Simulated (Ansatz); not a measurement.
## LiNbO3: which input changes reach the field gradients?

Cell: a structure deposited in the COD, atoms as given.

Space group R3c:H (No. 161); a = 5.1502, c = 13.8653 Å, γ = 120.00°.

| site | Wyckoff | site symmetry | x | y | z |
| --- | --- | --- | --- | --- | --- |
| Li | 6a | 3. | 0.0000 | 0.0000 | 0.2750 |
| Nb | 6a | 3. | 0.0000 | 0.0000 | 0.0000 |
| O | 18b | 1 | 0.7148 | 0.6766 | 0.3914 |

One atom of each set is listed; the run and its k-mesh use a cell of 10 atoms with edges of 5.50, 5.50, 5.50 Å.

Reference run. Computed with Ansatz: DFT, PBE, plane waves and PAW, scalar-relativistic, 420 eV cutoff, Γ-centred 7×7×7 k-points, Fermi–Dirac smearing 0.02 eV.

It gives V_zz (10²¹ V/m²) Nb 5.91 (η 0.00), O 1.99 (η 0.98), among others. Each of these runs changes the input as listed (caps on SCF iterations aside):

A. hamiltonian.pseudopotentials: {kind: paw} → {kind: nc}
B. basis.ecutwfc: not typed → 350 eV

Question: How does each run end, and how far do the gradients move?

Answer: 

```json
{"run": "A", "Nb V_zz (η)": "–", "O V_zz (η)": "–", "largest change of a gradient tensor, all atoms": "–", "note": "refused: output.efg without hamiltonian.pseudopotentials.kind: paw|paw_fr|all_electron or hamiltonian.pseudopotentials.kind: all_electron — the all-electron EFG reconstruction …"}
{"run": "B", "Nb V_zz (η)": "5.90 (0.00)", "O V_zz (η)": "1.97 (0.98)", "largest change of a gradient tensor, all atoms": "0.03", "note": "converged; cutoff below the recommended one"}
```

Run B moves a gradient tensor by up to 0.03, on O (V_zz from 1.99 to 1.97).

On the reference run: The calculated pressure of 7 GPa (PBE) comes partly from the unrelaxed atoms: it is 2.9 GPa once they are relaxed in the same cell. The largest force is 1.2 eV/Å, so the atoms aren't at the calculated equilibrium and relaxing them would move these values. Without spin–orbit coupling (the program notes it for Nb) the gradients are little affected as a rule: paired runs on crystals with a gap mostly move them by under 2 % at such atoms. With these PAW files V_zz is typically within 2 to 3 % of all-electron values, but misses above 10 % occur on Li.
